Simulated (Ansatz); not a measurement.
Crystal: Sb.

```
Sb
1.0
     2.15420    1.24373    3.75800
    -2.15420    1.24373    3.75800
     0.00000   -2.48746    3.75800
Sb
2
Direct
  0.76651 0.76651 0.76651
  0.23349 0.23349 0.23349
```

| Property | Result |
| --- | --- |
| Program | Ansatz 0.2.0 |
| Task | relaxation of cell and atoms |
| Functional | RPBE |
| Dispersion | D4 |
| Potentials or basis | Ansatz PAW |
| Cutoff | 420 eV (not typed: the program's choice for these potentials) |
| k mesh | 8 × 8 × 8 |
| Occupations | fermi-dirac, width 0.05 eV |
| Spin | no spin polarisation |

At the start: volume 30.21 Å³/atom.

Task: How do energy, volume and symmetry change on relaxing?

Result: It ends after 6 steps and the volume is 28.81 Å³/atom (-4.6 %); space group R-3m (No. 166, to 0.05 Å).

The path:
```tsv
step	energy change (eV)	largest force (eV/Å)	volume (Å³)
1	0.0000	0.2224	60.41
2	-0.0229	0.0107	57.47
3	-0.0255	0.0268	57.76
4	-0.0256	0.0330	57.50
5	-0.0263	0.0039	57.62
6	-0.0257	0.0039	57.62
```

Final structure:
```
CELL_PARAMETERS angstrom
2.14514 1.23850 3.61484
-2.14514 1.23850 3.61484
0.00000 -2.47700 3.61484
ATOMIC_POSITIONS crystal
Sb 0.76191 0.76191 0.76191
Sb 0.23809 0.23809 0.23809
```

Caveat: the plane-wave basis is chosen anew once the cell has moved, so the energies of steps on either side of that aren't comparable; the PAW data sets come from PBE, with cores solved anew for the run's functional, which leaves a small shift of forces and pressure.
